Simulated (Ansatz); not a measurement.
What does this script print? It uses the Python package of Ansatz (0.2.0).

The script, `run_pdos.py`:
```python
# -*- coding: utf-8 -*-
"""Which atoms and shells make the states of ZnO."""

import warnings

import ansatz
from ase import Atoms
import numpy as np

warnings.simplefilter("ignore", ansatz.DeckWarning)

atoms = Atoms(
    ["Zn", "Zn", "Zn", "Zn", "O", "O", "O", "O"],
    scaled_positions=[
        (0.18197, 0.18197, 0.5),
        (0.81803, 0.81803, 0.5),
        (0.68197, 0.31803, 0.0),
        (0.31803, 0.68197, 0.0),
        (0.81725, 0.18275, 0.5),
        (0.18275, 0.81725, 0.5),
        (0.68275, 0.68275, 0.0),
        (0.31725, 0.31725, 0.0),
    ],
    cell=[
        (5.51757, 0.0, 0.0),
        (0.0, 5.51757, 0.0),
        (0.0, 0.0, 3.25878),
    ],
    pbc=True,
)
structure = ansatz.Crystal.from_ase(atoms)

calc = (
    structure.calculation()
    .functional("pbesol")
    .basis(420)
    .kpoints(mesh=(4, 4, 6))
    .occupations(ansatz.OccupationsMethod.FIXED)
    .scf(tolerance=1e-09)
    .scf(extra_bands=22)
    .density_of_states(projected=True, energy_step=0.05)
)
with warnings.catch_warnings(record=True) as caught:
    warnings.simplefilter("always")
    result = calc.run(threads=1, backend="cpu")
print("warnings raised:", sorted(w.category.__name__ for w in caught) or "none")
rep = result.report

dos = result.density_of_states()
energy = np.asarray(dos.energies_ev) - dos.fermi_ev
curves = {}
for site in result.projected_density_of_states().sites:
    for shell in site.shells:
        weight = sum(np.sum(curve.g_bin_mean_per_ev, axis=0) for curve in shell.curves)
        name = f"{site.species} {shell.label}"
        curves[name] = curves.get(name, 0) + weight

step = energy[1] - energy[0]
windows = [(-8, -4), (-4, 0), (0, 4)]
print("states by shell in windows of E - E_F (eV):", windows)
for name, g in curves.items():
    print(f"{name:8s}", " ".join(f"{step * g[(energy >= a) & (energy < b)].sum():8.3f}" for a, b in windows))
filled = (energy < 0) & (energy > -8)
for name, g in curves.items():
    if g[filled].sum() * step > 0.5:
        print(f"centre of {name}: {np.average(energy[filled], weights=g[filled]):.2f} eV")
```

Running `python run_pdos.py` prints:
```text
warnings raised: none
states by shell in windows of E - E_F (eV): [(-8, -4), (-4, 0), (0, 4)]
Zn 4S       0.952    0.793    0.677
Zn 3D      31.175    8.494    0.011
O 2S        0.113    0.301    0.170
O 2P        7.704   13.782    0.269
centre of Zn 4S: -4.45 eV
centre of Zn 3D: -4.43 eV
centre of O 2P: -3.15 eV
```

Semilocal gaps usually lie well under measured ones. Under fixed occupations the level called the Fermi level is the highest filled one on the SCF mesh; off the mesh a filled band can lie a little above it. The crystal has a gap of about 0.71 eV on the mesh; bins of finite width blur the band edges. This cell is a computed structure, which may not be the phase found in nature. Curves are summed over the cell's atoms. Only shells that the potentials hold have channels, so projections don't add up to the total, least of all where a shell is missing (p of most metals); heights and places of peaks move with the mesh. The density of states is complete only as far up as bands were computed. A band centre counts only the states inside the window taken. Finished in 10 s on 1 thread of Arm Neoverse V1, on a shared host, peak memory 0.46 GiB.
